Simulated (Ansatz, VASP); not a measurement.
## Mg in VASP and in Ansatz

File INCAR:

```
  PREC = Accurate
  ENCUT = 520
  EDIFF = 1E-6
  ISMEAR = -1
  SIGMA = 0.08
  LREAL = False
  LASPH = True
  NELM = 60
  ALGO = Normal
  ISIF = 2
  LWAVE = False
  LCHARG = False
  NBANDS = 7
```

Contents of KPOINTS:

```
regular mesh
0
Gamma
  15 15 15
```

File POSCAR:

```
Mg
1.0
   -1.4792818509      1.4792818509      1.4792818509
    1.4792818509     -1.4792818509      1.4792818509
    1.4792818509      1.4792818509     -1.4792818509
Mg
1
Direct
    0.0000000000      0.0000000000      0.0000000000
```

Input for Ansatz:

```yaml
crystal:
  lattice:
    - [-1.4792818509, 1.4792818509, 1.4792818509]
    - [1.4792818509, -1.4792818509, 1.4792818509]
    - [1.4792818509, 1.4792818509, -1.4792818509]
  atoms:
    - { symbol: Mg, position: [0.0, 0.0, 0.0] }
kpoints:
  mp_grid: { grid: [15, 15, 15] }
scf:
  occupations: { method: fermi_dirac, width: 0.08 }
hamiltonian:
  xc: lda
  pseudopotentials: { kind: all_electron, lapw: { basis_error: 0.001 } }
output:
  forces: true
  stress: true
  eigenvalues: true
  populations: true
```

Change from the starting cell: volume scaled by 0.6, LAPW.

Alike in both runs: task single point; functional LDA; k mesh 15 × 15 × 15; occupations fermi-dirac, width 0.08 eV; no spin polarisation.

```csv
,VASP,Ansatz
version,VASP 6.6.1,Ansatz 0.2.0
potentials or method,"VASP PAW LDA potentials, release 64 (Mg)","all-electron LAPW, scalar-relativistic"
plane-wave cutoff (eV),520,see its input
```

VASP gave:

- pressure (GPa): 54.7

Question: Estimate Ansatz's values.

Answer: Pressure (GPa): 54.4.

Ansatz ran all-electron here, so the differences hold the error of VASP's frozen core and of both bases.

Caveats: so large a pressure means that the cell lies far from this level's equilibrium, or that cutoff or potentials fall short (VASP).
